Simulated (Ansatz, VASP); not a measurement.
## C: VASP beside Ansatz

```
C
1.0
     1.78569    0.00000    0.00000
    -0.89284    1.54645    0.00000
     0.00000    0.00000    8.51398
C
2
Direct
  0.33333 0.66667 0.25000
  0.66667 0.33333 0.75000
```

Alike in both runs: task single point; functional PBE; k mesh 23 × 23 × 5; occupations fermi-dirac, width 0.1 eV; no spin polarisation.

|  | VASP | Ansatz |
| --- | --- | --- |
| version | VASP 6.6.1 | Ansatz 0.2.0 |
| potentials or method | VASP PAW PBE potentials, release 64 (C) | plane waves (420 eV) with PAW, scalar-relativistic |
| plane-wave cutoff (eV) | 520 | 420 |
| valence electrons in the cell | 8 | 8 |

```csv
,VASP,Ansatz,Ansatz less VASP
pressure (GPa),-6.4,-6.3,+0.10
largest component of the traceless stress (GPa),6.22,6.18,-0.036
```

Caveats: this functional lacks dispersion, which binds the layers, so the pressure and a relaxed spacing across them are unreliable.
